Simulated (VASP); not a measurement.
Input of a VASP 6.6.1 run:

File INCAR:

```
SYSTEM = CdS
PREC = Accurate
ENCUT = 600
EDIFF = 1E-6
ISMEAR = 0
SIGMA = 0.03
LREAL = .False.
LASPH = .True.
NELM = 80
ALGO = Normal
ISIF = 3
LWAVE = .False.
LCHARG = .False.
GGA = PS
IBRION = 2
NSW = 90
EDIFFG = -0.01
KPAR = 4
```

KPOINTS

```
regular mesh
0
Gamma
  9 9 4
  0 0 0
```

Contents of POSCAR:

```
CdS
1.0
    4.1500000000      0.0000000000      0.0000000000
   -2.0750000000      3.5940054300      0.0000000000
    0.0000000000      0.0000000000      6.7370000000
Cd S
2 2
Direct
    0.3333333300      0.6666666700      0.0000000000
    0.6666666700      0.3333333300      0.5000000000
    0.3333333300      0.6666666700      0.3750000000
    0.6666666700      0.3333333300      0.8750000000
```

Potentials or basis: VASP PAW PBE potentials, release 64 (Cd, S).

Launch:

```console
$ cat potpaw_PBE.64/Cd/POTCAR potpaw_PBE.64/S/POTCAR > POTCAR
$ mpirun -np 4 vasp_std > vasp.out
```

Problem. What does it give for the relaxed volume?

Solution. 24.85 Å³/atom.

Problem. What does it give for the band gap on the k mesh?

Solution. 1.08 eV, direct.

Problem. Estimate the space group after relaxing (to 0.05 Å).

Solution. P6_3mc (No. 186).

Step by step:
```csv
step,energy change (eV),largest force (eV/Å),pressure (GPa),volume (Å³)
1,0.0000,0.0669,-0.50,100.48
2,-0.0032,0.0018,0.05,99.34
3,-0.0032,0.0054,0.00,99.40
```

Caveat: the PAW data sets were made with another functional, which shifts forces and pressure a little.
